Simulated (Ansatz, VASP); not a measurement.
**Li2O: VASP beside Ansatz**

INCAR

```
SYSTEM = Li2O
PREC = Accurate
ENCUT = 600
EDIFF = 1E-6
ISMEAR = 0
SIGMA = 0.02
LREAL = .FALSE.
LASPH = .TRUE.
NELM = 100
ALGO = Fast
ISIF = 3
LWAVE = .FALSE.
LCHARG = .FALSE.
GGA = PS
IBRION = 2
NSW = 100
EDIFFG = -0.005
```

File KPOINTS:

```
regular mesh
0
G
  8 8 8
  0 0 0
```

POSCAR

```
Li2O
1.0
    0.0000000000      2.3050000000      2.3050000000
    2.3050000000      0.0000000000      2.3050000000
    2.3050000000      2.3050000000      0.0000000000
Li O
2 1
Direct
    0.2500000000      0.2500000000      0.2500000000
    0.7500000000      0.7500000000      0.7500000000
    0.0000000000      0.0000000000      0.0000000000
```

Input for Ansatz:

```yaml
crystal:
  lattice:
    - [0.0, 2.305, 2.305]
    - [2.305, 0.0, 2.305]
    - [2.305, 2.305, 0.0]
  atoms:
    - { symbol: Li, position: [0.25, 0.25, 0.25] }
    - { symbol: Li, position: [0.75, 0.75, 0.75] }
    - { symbol: O, position: [0.0, 0.0, 0.0] }
basis:
  ecutwfc: 420
kpoints:
  mp_grid: { grid: [8, 8, 8] }
hamiltonian:
  xc: pbesol
scf:
  occupations: { method: gaussian, width: 0.02 }
output:
  forces: true
  stress: true
  eigenvalues: true
relax:
  adjacent_minimum: "off"
  f_tol: 0.005
  max_steps: 80
  cell: { stress_tol: 0.05 }
```

Alike in both runs: task relaxation of cell and atoms; functional PBEsol; k mesh 8 × 8 × 8; occupations gaussian, width 0.02 eV; no spin polarisation.

|  | VASP | Ansatz |
| --- | --- | --- |
| version | VASP 6.6.1 | Ansatz 0.2.0 |
| potentials or method | VASP PAW PBE potentials, release 64 (Li_sv, O) | scalar-relativistic, plane waves, PAW |
| plane-wave cutoff (eV) | 600 | 420 |
| valence electrons in the cell | 12 | 12 |

|  | VASP | Ansatz | Ansatz less VASP |
| --- | --- | --- | --- |
| gap on the k mesh at the Fermi level, each at its own relaxed structure (eV) | 4.87 | 4.88 | +0.011 |
| relaxed volume (Å³/atom) | 8.00 | 8.01 | +0.010 |
| relaxed cell length with the largest relative difference (Å) | 3.237 | 3.238 | +0.0013 |

Caveats: the cutoff is under 1.25 times the usual one of these potentials, so pressure, stress and relaxed cells hold a basis-set (Pulay) error (VASP); the PAW data sets were made with another functional, which shifts forces and pressure a little (VASP). A k mesh can miss the band edges.
